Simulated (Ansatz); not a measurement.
Runs of Ansatz 0.2.0 on Na2S. Symmetry: Fm-3m, No. 225, cubic system. The conventional cell has a = 6.547 Å, b = 6.547 Å, c = 6.547 Å, α = 90.00°, β = 90.00°, γ = 90.00°. S (site symmetry m-3m) has 8 Na at 2.83 Å as nearest neighbours. Na (site symmetry -43m) is surrounded by 4 S at 2.83 Å. 

```csv
task,level,k mesh,cutoff (eV),points for each segment of the path,gap on the mesh (eV),pressure (GPa)
band structure,r2SCAN,7 × 7 × 7,500,14,3.03,-0.5
band structure,PBEsol,7 × 7 × 7,420,14,2.36,(b)
band structure,PBE0,6 × 6 × 6,420,4,(a),-
band structure,HSE06,6 × 6 × 6,420,4,3.46,-
```

Alike in all rows: potentials or basis Ansatz PAW; no spin polarisation; cell as given; smearing fermi-dirac 0.05 eV.

Problem. Fill in the values left out.

Solution. (a) 4.13; (b) -0.6.

Caveats: the PAW data sets come from PBE, with cores solved anew for the run's functional, which leaves a small shift of forces and pressure.

A k mesh can miss the band edges.

Not every run made on this cell is shown here.
